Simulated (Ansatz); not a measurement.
# CuCl: a single-point run

The task is a single-point run on CuCl. The structure is shown as the input types it.

Computed with Ansatz 0.2.0 (density functional or hybrid calculation with the settings of its input, plane waves (as first typed), unless a step's input says otherwise).

## Step 1: Starting point

It takes space group F-43m (No. 216, cubic). Conventional cell: a = 5.357 Å, b = 5.357 Å, c = 5.357 Å, α = 90.00°, β = 90.00°, γ = 90.00°. Around Cu (site symmetry -43m) lie 4 Cl at 2.32 Å. Cl (site symmetry -43m) is surrounded by 4 Cu at 2.32 Å.

As a file:

```cif
data_structure
_symmetry_space_group_name_H-M 'P 1'
_symmetry_Int_Tables_number 1
_cell_length_a 3.7882
_cell_length_b 3.7882
_cell_length_c 3.7882
_cell_angle_alpha 60.004
_cell_angle_beta 60.004
_cell_angle_gamma 60.004
_cell_volume 38.44
loop_
_atom_site_label
_atom_site_type_symbol
_atom_site_fract_x
_atom_site_fract_y
_atom_site_fract_z
_atom_site_occupancy
Cu1 Cu 0.99149 0.99149 0.99149 1
Cl1 Cl 0.24151 0.24151 0.24151 1
```

## Step 2: The run

File input.yaml:

```yaml
crystal:
  lattice:
    - [1.8942213143, 1.0936291857, 3.0929553592]
    - [-1.8942213143, 1.0936291857, 3.0929553592]
    - [0.0, -2.1872583714, 3.0929553592]
  atoms:
    - { symbol: Cu, position: [0.9914881375, 0.9914881375, 0.9914881375] }
    - { symbol: Cl, position: [0.2415118625, 0.2415118625, 0.2415118625] }
kpoints:
  mp_grid: { grid: [6, 6, 6] }
hamiltonian:
  xc: pbe
scf:
  occupations: { method: fixed }
  n_extra_bands: 4
  max_iter: 69
output:
  forces: true
  stress: true
  eigenvalues: true
basis:
  ecutrho_ratio: 2
```

The run is started by

```sh
ansatz run input.yaml --threads 4 --pin off --max-ram 4608MiB --backend cpu --events-out ev --progress --plain --runs-dir out
```

What happens when this is run?

The run converged and reported no error, with warnings (cutoff below recommended). Its log warns: «basis.ecutrho_ratio = 2 (ecutrho = 840 eV) is below the records' recommended 1680 eV»

The suspect setting: basis.ecutrho_ratio is 2. The grid or cutoff for the density and potential is too coarse for the wavefunction basis: a density holds Fourier components up to twice the waves' wavevector.

Run again and compare: delete basis.ecutrho_ratio (the default then holds).
